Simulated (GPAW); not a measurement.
Predicting one run from its neighbours: the energy of slabs against their depth, a (100) slab of LiI (cut from a parent of space group no. 225; 4 atoms in the cell)

```
LiI
1.0
    4.27807     0.00000     0.00000
   -4.27807     4.27807     0.00000
    0.00000     0.00000    17.02501
I Li
2 2
Direct
  0.00000   0.00000   0.41116
  0.00000   0.50000   0.58884
  0.00000   0.00000   0.58884
  0.00000   0.50000   0.41116
```
(The smallest cell of the table.)

Method: PBE, GPAW PAW datasets PBE (gpaw-data 1.0.1) (plane waves; GPAW 25.7.0).

Base settings: mode = pw; ecut = 600 eV; xc = PBE; kpts = 4 4 1; mesh shift (steps) = 0 0 0; occupations.name = fermi-dirac; occupations.width = 0.05 eV; nbands = -10; symmetry.symmorphic = false; symmetry.tolerance = 0.0005.

The starting cell has typed, rounded lattice constants, without a prior relaxation at this level. The slab is cut from that crystal, and its faces are unrelaxed. Its lattice was rescaled by up to half a per cent. Spin polarisation is off, though cut faces can carry moments.

Deep slabs follow E = 2Aγ + N·e, so a straight line through E against N gives the surface energy without a separate bulk run; a round N·e is taken off to keep the numbers short. The area A is 18.302 Å².

```
atoms N  E − N·(-2.887 eV) (eV)
-------  ----------------------
4                        0.1981
8                             ?
12                       0.1015
16                       0.0522
20                       0.0029
```

Question: Fit the line to the 4 rows given and predict the withheld one.

Answer: Means: x̄ = 13.000, ȳ = 0.088675. Σ(x − x̄)(y − ȳ) = -1.708 and Σ(x − x̄)² = 140.0, so b = -0.01220 and a = ȳ − b·x̄ = 0.24728; γ = a/2A = 0.108 J/m² (unrelaxed) and e = -2.8992 eV per atom. The largest residual of the fitted rows is 0.00062. At x = 8 the line gives 0.1497 eV. The run gave 0.1508 eV, a miss of 0.0011 eV. The rows were chosen because the form fits them, the withheld one included, so this shows the method and is no test of the form.
